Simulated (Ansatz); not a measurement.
# LiF: the change of phonon heat capacity and phonon entropy with temperature

Harmonic vibrational free energy, entropy and heat capacity at constant volume, per atom, from the force constants of a q mesh, imaginary modes left out; plane waves with PAW datasets, Gamma-centred k mesh. The results are calculated, by Ansatz 0.2.0.

Structure of every row (space group Fm-3m, No. 225):
```
LiF
1.0
      0.0000     2.0340     2.0340
      2.0340     0.0000     2.0340
      2.0340     2.0340     0.0000
Li F
1 1
Direct
  0.50000 0.50000 0.50000
  0.00000 0.00000 0.00000
```

Settings of every row: functional PBE; dispersion none; spin none; wave cutoff 420 eV; k mesh 12x12x12; occupations fixed; smearing width 0 eV; pressure 0 GPa; phonon method linear response; q mesh 4x4x4.

| row | temperature (K) | phonon heat capacity (kB/atom) | phonon entropy (kB/atom) | phonon free energy (meV/atom) |
| --- | --- | --- | --- | --- |
| 1 | 200 | 2.04 | 1.398 | 48.3 |
| 2 | 300 | 2.492 | 2.324 | 32.2 |
| 3 | 400 | 2.693 | 3.072 | 8.8 |
| 4 | 500 | ? | ? | ? |
| 5 | 600 | 2.856 | 4.201 | -54.4 |
| 6 | 700 | 2.893 | 4.644 | -92.6 |
| 7 | 800 | 2.917 | 5.032 | -134.3 |
| 8 | 900 | 2.934 | 5.377 | -179.2 |
| 9 | 1000 | 2.947 | 5.687 | -226.9 |

Question: what phonon heat capacity and phonon entropy should row 4 give?

Worked fit of phonon heat capacity. At high temperature a harmonic heat capacity falls short of its limit by a term in 1/T², so take t = (100 K / T)². The shown rows have t = 0.25, 0.11111, 0.0625, 0.02778, 0.02041, 0.01562, 0.01235, 0.01. Least squares give phonon heat capacity = 2.9961 − 5.1418 × t + 5.273 × t² kB/atom; a straight line predicts inner rows, each left out in turn, worse (root mean square 0.031 against 0.0031 kB/atom). The rows lie off it by 0.000, 0.002, -0.002, -0.001, 0.000, 0.000, 0.001, 0.002. The constant, 2.9961 kB/atom, is to be held against the harmonic limit of 3 k_B an atom. The withheld row has t = 0.04, so the fit gives 2.9961 − 5.1418 × (0.04) + 5.273 × (0.04)² = 2.799 kB/atom.

The calculation gave 2.797 kB/atom. The fit lies 0.002 kB/atom (0.22 % of the column's range) above it; its largest miss of a shown row is 0.002 kB/atom.

Worked fit of phonon entropy. Entropy rises as the heat capacity times the change of ln T, so take t = ln(T / 300 K). The shown rows have t = -0.4055, 0, 0.2877, 0.6931, 0.8473, 0.9808, 1.0986, 1.204. Least squares give phonon entropy = 2.3464 + 2.47594 × t + 0.25904 × t² kB/atom; a straight line predicts inner rows, each left out in turn, worse (root mean square 0.062 against 0.018 kB/atom). The rows lie off it by 0.013, -0.022, -0.008, 0.014, 0.014, 0.008, -0.002, -0.016 (root mean square 0.013 kB/atom), a smooth pattern that one more power would take up: the form is only approximate. The slope at t = 0, 2.48 kB/atom, estimates the heat capacity at 300 K. The withheld row has t = 0.5108, so the fit gives 2.3464 + 2.47594 × (0.5108) + 0.25904 × (0.5108)² = 3.679 kB/atom.

The calculation gave 3.685 kB/atom. The fit lies 0.006 kB/atom (0.14 % of the column's range) below it; its largest miss of a shown row is 0.022 kB/atom.

The other values of row 4: phonon free energy -20.4 meV/atom.
